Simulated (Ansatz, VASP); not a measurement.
## ZnCu: VASP beside Ansatz

```xyz
2
Lattice="2.9512 -0.0589 -0.0589 -0.0589 2.9512 0.0589 -0.0589 0.0589 2.9512" Properties=species:S:1:pos:R:3 pbc="T T T"
Zn    1.4167    1.4756    1.4756
Cu    0.0000    0.0000    0.0000
```

Alike in both runs: task single point; functional PBE; k mesh 12 × 12 × 12; occupations gaussian, width 0.1 eV; no spin polarisation.

```csv
,VASP,Ansatz
version,VASP 6.6.1,Ansatz 0.2.0
potentials or method,"VASP PAW PBE potentials, release 64 (Zn, Cu)","scalar-relativistic, plane waves, PAW"
plane-wave cutoff (eV),520,420
valence electrons in the cell,23,31
```

Ansatz gave:

| Property | Result |
| --- | --- |
| gap on the k mesh at the Fermi level (eV) | none |
| pressure (GPa) | 2.3 |
| largest component of the traceless stress (GPa) | 3.06 |

Task: Estimate VASP's values.

Result: gap on the k mesh at the Fermi level (eV): none; pressure (GPa): 2.7; largest component of the traceless stress (GPa): 3.08.

A gap of «none» marks a metal or a gap that the smearing closes. The two sets of potentials don't hold the same shells in valence.
